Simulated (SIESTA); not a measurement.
Te:

```
Te
1.0
     4.45400    0.00000    0.00000
    -2.22700    3.85728    0.00000
     0.00000    0.00000    5.92400
Te
3
Cartesian
  1.6279 2.8197 0.0000
  -0.5991 1.0376 3.9493
  1.1981 0.0000 1.9747
```

Base run:

* Program: SIESTA 5.4.2
* Functional: PBEsol
* Potentials or basis: PseudoDojo 0.4 standard (PBEsol files)
* Basis: DZP (energy shift 0.003 Ry; two zetas on semicore shells)
* Grid cutoff: 500 Ry
* Energy shift: 0.003 Ry
* k mesh: 7 × 7 × 5
* Occupations: fermi-dirac, width 0.05 eV
* Spin: no spin polarisation

Its results: pressure 0.4 GPa; largest force 0.582 eV/Å.

**Question.** The run is repeated on the same cell with these changes: functional from PBEsol to PBE; potentials or basis from PseudoDojo 0.4 standard (PBEsol files) to PseudoDojo 0.4 standard (PBE files). What comes out?

**Answer.** Pressure 2.8 GPa; largest force 0.626 eV/Å.

Caveats: the basis of atomic orbitals isn't converged, which shifts pressures, moduli and gaps.
